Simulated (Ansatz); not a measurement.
We consider rutile RuO₂, described by PBEsol in Ansatz (PAW).

Numerical settings: plane-wave cutoff 500 eV, 10×10×12 k mesh (along the axes of the cell as run), Fermi–Dirac smearing 0.05 eV, magnetic order afm, scalar-relativistic PAW data made under PBE.

Computed at the level's own relaxed cell.

**Question.** Estimate the equilibrium volume per atom, lattice constant a and c axis length that the calculation returns.

**Answer.** 
- equilibrium volume per atom: 10.28 Å³/atom
- lattice constant a: 4.466 Å
- c axis length: 3.091 Å

Measured, for comparison: lattice constant a 4.497 Å, lattice parameter c 3.105 Å (room temperature, not corrected to a static lattice; as tabulated in Hiroi (2015), arXiv:1503.02262). Computed (rounded) less measured: lattice constant a -0.7 %, lattice parameter c -0.5 %. A static lattice is as a rule a little smaller and stiffer than an uncorrected measurement, which can account for part of this.

Ansatz is a quantum-chemistry and plane-wave program.
